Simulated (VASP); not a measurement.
## Ni: single point with PBE

Crystal: Ni.

```
Ni
1.0
     0.00000    1.74946    1.74946
     1.74946    0.00000    1.74946
     1.74946    1.74946    0.00000
Ni
1
Direct
  0.00000 0.00000 0.00000
```

```json
{
  "Program": "VASP 6.6.1",
  "Task": "single point",
  "Functional": "PBE",
  "Potentials or basis": "VASP PAW PBE potentials, release 64 (Ni)",
  "Cutoff": "520 eV",
  "k mesh": "4 × 4 × 4",
  "Occupations": "gaussian, width 0.1 eV",
  "Spin": "collinear spin, ferromagnetic start",
  "Starting moments": "[0.8] μB",
  "Further INCAR settings": "ALGO = Fast; EDIFF = 1e-07"
}
```

| Item | Value |
| --- | --- |
| Pressure | 0.0 GPa |
| Band gap on the k mesh | none (metal or under the smearing width) |
| Net moment | 0.59 μB per cell |
| Site moments | Ni +0.61 μB |
| Valence electrons inside the program's atomic spheres | Ni 9.33 |

Levels at points of the mesh, in eV from the Fermi level:
Spin up:
```
           k point  band 3  band 4  band 5  band 6  band 7  band 8
(0.00, 0.00, 0.00)   -2.58   -2.58   -1.38   -1.38   23.80   27.78
(0.50, 0.00, 0.00)   -2.56   -0.71   -0.71   -0.39    5.69   22.28
(0.50, 0.50, 0.00)   -0.66   -0.58   -0.58    2.39    9.28   14.91
```
Spin down:
| k point | band 2 | band 3 | band 4 | band 5 | band 6 | band 7 |
| --- | --- | --- | --- | --- | --- | --- |
| (0.00, 0.00, 0.00) | -1.86 | -1.86 | -1.86 | -0.82 | -0.82 | 23.63 |
| (0.50, 0.00, 0.00) | -1.97 | -1.97 | -0.46 | 0.02 | 0.02 | 6.09 |
| (0.50, 0.50, 0.00) | -3.79 | -0.07 | 0.26 | 0.26 | 2.34 | 9.50 |

Wall time 5 s on 1 thread of AMD EPYC 7R13 Processor (Zen 3), with other jobs on the host, peak memory 0.09 GiB.

Caveat: the k mesh is coarse (spacing up to 0.78 Å⁻¹), so the values aren't converged.
